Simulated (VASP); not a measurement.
# Input and output of a VASP r²SCAN single-point calculation on NaH (strained measured structure)

INCAR

```
ENCUT = 520
LCHARG = .FALSE.
NSW = 0
EDIFF = 1E-7
ISIF = 2
IBRION = -1
METAGGA = R2SCAN
ISMEAR = 0
NBANDS = 11
LREAL = .FALSE.
PREC = Accurate
NELM = 120
SIGMA = 0.01
LASPH = .TRUE.
ALGO = Normal
LWAVE = .FALSE.
```

KPOINTS

```
KPOINTS created by Atomic Simulation Environment
0
Gamma
10 10 10
0 0 0
```

KPOINTS_OPT

```
special points
8
Reciprocal
0.0000000000 0.0000000000 0.0000000000 1
0.5000000000 0.0000000000 0.5000000000 1
0.6250000000 0.2500000000 0.6250000000 1
0.3750000000 0.3750000000 0.7500000000 1
0.5000000000 0.5000000000 0.5000000000 1
0.5000000000 0.2500000000 0.7500000000 1
0.2500000000 0.4947920000 -0.2552080000 1
0.0000000000 0.5000000000 0.0000000000 1
```

POSCAR

```
Na H
 1.0000000000000000
    -0.0136658163749999    2.3975116422250000    2.3975116422248575
     2.3975116422250000   -0.0136658163749999    2.3975116422248575
     2.3838458258999999    2.3838458258999999    0.0000000000497152
 Na  H
   1   1
Cartesian
  0.0000000000000000  0.0000000000000000  0.0000000000000000
  2.3838458258749999  2.3838458258749999  2.3975116422497149
```

VASP ran with the recommended PBE PAW datasets (8 valence electrons in the cell).

Command

```
mpirun -np 1 vasp_std
```

OSZICAR

```
N       E                     dE             d eps       ncg     rms          rms(c)
DAV:   1     0.348436429370E+02    0.34844E+02   -0.47684E+03  3780   0.782E+02
DAV:   2    -0.703557041183E+01   -0.41879E+02   -0.41142E+02  3959   0.199E+02
DAV:   3    -0.839876771400E+01   -0.13632E+01   -0.13613E+01  4555   0.344E+01
DAV:   4    -0.840829503760E+01   -0.95273E-02   -0.95261E-02  4470   0.283E+00
DAV:   5    -0.840838308434E+01   -0.88047E-04   -0.88045E-04  4312   0.281E-01    0.308E+00
DAV:   6    -0.771876230220E+01    0.68962E+00   -0.30686E-01  4065   0.603E+00    0.170E+00
DAV:   7    -0.759754122570E+01    0.12122E+00   -0.42743E-01  4134   0.322E+00    0.435E-01
DAV:   8    -0.760030967680E+01   -0.27685E-02   -0.15258E-02  3927   0.717E-01    0.222E-01
DAV:   9    -0.760238683290E+01   -0.20772E-02   -0.22138E-03  3966   0.475E-01    0.842E-02
DAV:  10    -0.760212629550E+01    0.26054E-03   -0.23085E-04  4302   0.793E-02    0.673E-03
DAV:  11    -0.760218251995E+01   -0.56224E-04   -0.91118E-06  4350   0.296E-02    0.233E-03
DAV:  12    -0.760219507203E+01   -0.12552E-04   -0.28877E-07  4281   0.610E-03    0.845E-04
DAV:  13    -0.760219569266E+01   -0.62063E-06   -0.90594E-08  2791   0.456E-03    0.398E-04
DAV:  14    -0.760219602588E+01   -0.33322E-06   -0.57572E-09  2109   0.664E-04    0.110E-04
DAV:  15    -0.760219588064E+01    0.14524E-06   -0.13468E-09  2022   0.412E-04    0.794E-06
DAV:  16    -0.760219590648E+01   -0.25842E-07   -0.56039E-11  1989   0.980E-05
   1 F= -.76021959E+01 E0= -.76021959E+01  d E =-.633591E-25
       N       E                     dE             ncg
DAV:   1     0.132911500640E+04   -0.31922E+04      179
DAV:   2     0.980705720266E+03   -0.34841E+03      191
DAV:   3     0.971102827767E+03   -0.96029E+01      202
DAV:   4     0.971043706321E+03   -0.59121E-01      222
DAV:   5     0.971043160713E+03   -0.54561E-03      205
DAV:   6     0.971043151956E+03   -0.87580E-05      203
DAV:   7     0.971043151789E+03   -0.16685E-06      211
DAV:   8     0.971043151786E+03   -0.30764E-08      197
```

From OUTCAR

```
k-points           NKPTS =    171   k-points in BZ     NKDIM =    171   number of bands    NBANDS=     11

   NELECT =       8.0000    total number of electrons

   dimension x,y,z NGX =    28 NGY =   28 NGZ =   28
   dimension x,y,z NGXF=    56 NGYF=   56 NGZF=   56

  energy-cutoff  :      520.00
  volume of cell :       27.56
      direct lattice vectors                 reciprocal lattice vectors
    -0.013665816  2.397511642  2.397511642    -0.207367566  0.207367566  0.208549561
     2.397511642 -0.013665816  2.397511642     0.207367566 -0.207367566  0.208549561
     2.383845826  2.383845826  0.000000000     0.209745108  0.209745108 -0.208549561

 k-points in reciprocal lattice and weights: KPOINTS created by Atomic Simulation Env
   0.00000000  0.00000000  0.00000000       0.001
   0.10000000  0.00000000 -0.00000000       0.004
   0.20000000  0.00000000 -0.00000000       0.004
   0.30000000  0.00000000  0.00000000       0.004
   0.40000000  0.00000000 -0.00000000       0.004
   0.50000000  0.00000000  0.00000000       0.002
   0.10000000  0.10000000 -0.00000000       0.002
   0.20000000  0.10000000  0.00000000       0.004
   ...

 E-fermi :  -1.3293

 k-point     1 :       0.0000    0.0000    0.0000
  band No.  band energies     occupation
      1     -24.2401      2.00000
      2     -24.2389      2.00000
      3     -24.2375      2.00000
      4      -4.9975      2.00000
      5      10.2727      0.00000
      6      15.0101      0.00000
      7      15.1491      0.00000
      8      15.2857      0.00000
      9      15.9944      0.00000
     10      16.1135      0.00000
     11      16.2671      0.00000

 k-point     2 :       0.1000    0.0000   -0.0000
  band No.  band energies     occupation
      1     -24.2473      2.00000
      2     -24.2411      2.00000
      3     -24.2394      2.00000
      4      -4.8220      2.00000
      5       9.5749      0.00000
      6      12.9915      0.00000
      7      14.4931      0.00000
      8      14.6622      0.00000
      9      16.7488      0.00000
     10      16.9463      0.00000
     11      17.1962      0.00000

 k-point     3 :       0.2000    0.0000   -0.0000
  band No.  band energies     occupation
      1     -24.2712      2.00000
      2     -24.2439      2.00000
      3     -24.2420      2.00000
      4      -4.3136      2.00000
      5       7.6837      0.00000
      6      11.6095      0.00000
      7      13.7369      0.00000
      8      13.8875      0.00000
      9      17.3147      0.00000
     10      17.4235      0.00000
     11      18.3263      0.00000

 k-point     4 :       0.3000    0.0000    0.0000
  band No.  band energies     occupation
      1     -24.3005      2.00000
      2     -24.2473      2.00000
      3     -24.2452      2.00000
      4      -3.5403      2.00000
      5       5.5096      0.00000
      6      10.9425      0.00000
      7      13.1584      0.00000
      8      13.2913      0.00000
      9      17.0107      0.00000
     10      17.0954      0.00000
     11      19.1636      0.00000

 k-point     5 :       0.4000    0.0000   -0.0000
  band No.  band energies     occupation
      1     -24.3240      2.00000
      2     -24.2501      2.00000
      3     -24.2478      2.00000
      4      -2.6890      2.00000
      5       3.7439      0.00000
      6      10.6165      0.00000
      7      12.7979      0.00000
      8      12.9181      0.00000
      9      16.6273      0.00000
     10      16.7230      0.00000
     11      19.1646      0.00000

 k-point     6 :       0.5000    0.0000    0.0000
  band No.  band energies     occupation
      1     -24.3329      2.00000
      2     -24.2512      2.00000
      3     -24.2488      2.00000
      4      -2.2514      2.00000
      5       2.9951      0.00000
      6      10.5180      0.00000
      7      12.6751      0.00000
      8      12.7909      0.00000
      9      16.4844      0.00000
     10      16.5856      0.00000
     11      19.0463      0.00000

 k-point     7 :       0.1000    0.1000   -0.0000
  band No.  band energies     occupation
      1     -24.2480      2.00000
      2     -24.2430      2.00000
      3     -24.2407      2.00000
      4      -4.7625      2.00000
      5       9.4829      0.00000
      6      13.4171      0.00000
      7      13.5678      0.00000
      8      13.6987      0.00000
      9      16.4945      0.00000
     10      18.0961      0.00000
     11      18.3615      0.00000

 k-point     8 :       0.2000    0.1000    0.0000
  band No.  band energies     occupation
      1     -24.2655      2.00000
      2     -24.2466      2.00000
      3     -24.2430      2.00000
      4      -4.3658      2.00000
      5       8.2058      0.00000
      6      11.3878      0.00000
      7      12.9562      0.00000
      8      14.4401      0.00000
      9      15.8277      0.00000
     10      18.4305      0.00000
     11      19.2899      0.00000

 k-point     9 :       0.3000    0.1000   -0.0000
  band No.  band energies     occupation
      1     -24.2919      2.00000
      2     -24.2503      2.00000
      3     -24.2464      2.00000
      4      -3.6808      2.00000
      5       6.2325      0.00000
      6      10.2302      0.00000
      7      12.4700      0.00000
      8      14.8139      0.00000
      9      15.3837      0.00000
     10      18.6661      0.00000
     11      18.7455      0.00000

 k-point    10 :       0.4000    0.1000   -0.0000
  band No.  band energies     occupation
      1     -24.3161      2.00000
      2     -24.2528      2.00000
      3     -24.2506      2.00000
      4      -2.8420      2.00000
      5       4.3688      0.00000
      6       9.6008      0.00000
      7      12.2570      0.00000
      8      14.0472      0.00000
      9      15.7594      0.00000
     10      17.9754      0.00000
     11      19.9306      0.00000

 k-point    11 :       0.5000    0.1000   -0.0000
  band No.  band energies     occupation
      1     -24.3288      2.00000
      2     -24.2541      2.00000
      3     -24.2531      2.00000
      4      -2.2153      2.00000
      5       3.2536      0.00000
      6       9.2626      0.00000
      7      12.3318      0.00000
      8      13.6026      0.00000
      9      15.9550      0.00000
     10      17.4000      0.00000
     11      20.4174      0.00000

 k-point    12 :      -0.4000    0.1000   -0.0000
  band No.  band energies     occupation
      1     -24.3255      2.00000
      2     -24.2556      2.00000
      3     -24.2512      2.00000
      4      -2.3687      2.00000
      5       3.5143      0.00000
      6       9.1632      0.00000
      7      12.7067      0.00000
      8      13.4571      0.00000
      9      16.3364      0.00000
     10      17.0506      0.00000
     11      20.4881      0.00000

 k-point    13 :      -0.3000    0.1000    0.0000
  band No.  band energies     occupation
      1     -24.3073      2.00000
      2     -24.2544      2.00000
      3     -24.2477      2.00000
      4      -3.1326      2.00000
      5       4.9701      0.00000
      6       9.3388      0.00000
      7      13.3849      0.00000
      8      13.5414      0.00000
      9      16.8593      0.00000
     10      17.0011      0.00000
     11      20.1833      0.00000

 k-point    14 :      -0.2000    0.1000    0.0000
  band No.  band energies     occupation
      1     -24.2813      2.00000
      2     -24.2508      2.00000
      3     -24.2440      2.00000
      4      -3.9431      2.00000
      5       6.9343      0.00000
      6       9.9301      0.00000
      7      13.7596      0.00000
      8      14.3498      0.00000
      9      16.5629      0.00000
     10      17.6392      0.00000
     11      19.1414      0.00000

 k-point    15 :      -0.1000    0.1000    0.0000
  band No.  band energies     occupation
      1     -24.2580      2.00000
      2     -24.2454      2.00000
      3     -24.2415      2.00000
      4      -4.5381      2.00000
      5       8.6629      0.00000
      6      11.3252      0.00000
      7      13.9304      0.00000
      8      15.5003      0.00000
      9      15.8109      0.00000
     10      17.1740      0.00000
     11      19.2348      0.00000

 k-point    16 :       0.2000    0.2000   -0.0000
  band No.  band energies     occupation
      1     -24.2707      2.00000
      2     -24.2509      2.00000
      3     -24.2488      2.00000
      4      -4.0930      2.00000
      5       7.7980      0.00000
      6      11.7818      0.00000
      7      11.9032      0.00000
      8      12.1909      0.00000
      9      15.7331      0.00000
     10      19.0456      0.00000
     11      21.1165      0.00000

 ...

  Total       -0.0452932     -0.0452932     -0.0518159      0.0404737      0.0000000      0.0000000
  in kB       -2.6329661     -2.6329661     -3.0121414      2.3528010      0.0000000      0.0000000
  external PRESSURE =      -2.7593579 kB  Pullay stress =       0.0000000 kB

 POSITION                                       TOTAL-FORCE (eV/Angst)
 -----------------------------------------------------------------------------------
      0.00000      0.00000      0.00000         0.000000      0.000000     -0.000000
      2.38385      2.38385      2.39751        -0.000000      0.000000      0.000000
 -----------------------------------------------------------------------------------
    total drift:                               -0.000000     -0.000000     -0.000000

  FREE ENERGIE OF THE ION-ELECTRON SYSTEM (eV)
  ---------------------------------------------------
  free  energy   TOTEN  =        -7.6021959065 eV

  energy  without entropy=       -7.6021959065  energy(sigma->0) =       -7.60219591
```

```
gap between bands v and c : 4.38 eV
least direct gap          : 5.25 eV
pressure                  : -0.3 GPa
```

Band v is the last that the valence electrons fill when counted band by band, and c is the next.

The run took about 3.1 min on one core of a shared host (Intel Xeon Platinum 8488C) and held 0.22 GiB at most.
